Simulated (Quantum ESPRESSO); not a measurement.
BN:

```
N B
1.0
     0.00000    1.81300    1.81300
     1.81300    0.00000    1.81300
     1.81300    1.81300    0.00000
N B
1 1
Direct
  0.25000 0.25000 0.25000
  0.00000 0.00000 0.00000
```

The cell is a database's computed one.

- Program: Quantum ESPRESSO 7.5
- Task: relaxation of cell and atoms
- Functional: PBEsol
- Dispersion: rVV10
- Potentials or basis: PseudoDojo 0.4.1 SR PBE standard
- Cutoff: 1143 eV
- Density cutoff: 4572 eV
- k mesh: 13 × 13 × 13
- Occupations: fermi-dirac, width 0.05 eV
- Spin: no spin polarisation

At the start: pressure -7.8 GPa; volume 5.96 Å³/atom.

**Question.** Where does the relaxation end?

**Answer.** Over 3 steps the energy falls by 3.0 meV/atom and the volume is 5.84 Å³/atom (-2.1 %); space group F-43m (No. 216, to 0.05 Å).

The path:
```csv
step,energy change (eV),largest force (eV/Å),pressure (GPa),volume (Å³)
1,0.0000,0.0000,-7.84,11.92
2,-0.0031,0.0000,-5.55,11.84
3,-0.0061,0.0000,0.10,11.67
```

Final structure:
```xyz
2
Lattice="2.5460 0.0000 0.0000 1.2730 2.2049 0.0000 1.2730 0.7350 2.0788" Properties=species:S:1:pos:R:3 pbc="T T T"
N     1.2730    0.7350    0.5197
B     0.0000    0.0000    0.0000
```

Caveat: the potentials were made for another functional, which shifts forces and pressure; rVV10's parameter b was fitted to another functional.
